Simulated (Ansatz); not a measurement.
MgS:

```
CELL_PARAMETERS angstrom
0.00000 2.83312 2.83312
2.83312 0.00000 2.83312
2.83312 2.83312 0.00000
ATOMIC_POSITIONS crystal
S 0.75000 0.75000 0.75000
Mg 0.00000 0.00000 0.00000
```

The cell comes from a database or a generator and needn't be the stable form of this composition.

Program: Ansatz 0.2.0. Alike in all runs: no spin polarisation; cell as given. Hardware: 1 thread of AMD EPYC 7B13 (Zen 3) (shared host).

**Question.** Order these runs on this cell by their wall time, lowest first.
A. task density of states; level r2SCAN+rVV10; potentials or basis Ansatz PAW; k mesh 8 × 8 × 8; cutoff (eV) 500; smearing gaussian 0.1 eV
B. task Born charges and dielectric tensor; level HSEsol; potentials or basis Ansatz PAW; k mesh 5 × 5 × 5; cutoff (eV) 420; smearing fixed
C. task electrostatic potential; level PBE0; potentials or basis Ansatz PAW earlier set; k mesh 5 × 5 × 5; cutoff (eV) 620; smearing fermi-dirac 0.1 eV

**Answer.** A (8.6 s), C (46 s), B (120 s).

Caveats: odd divisions of the mesh miss points on the zone boundary, where band edges often lie, so the gap on the mesh can be too wide (some runs).

Runs at the PBE level aren't shown here.
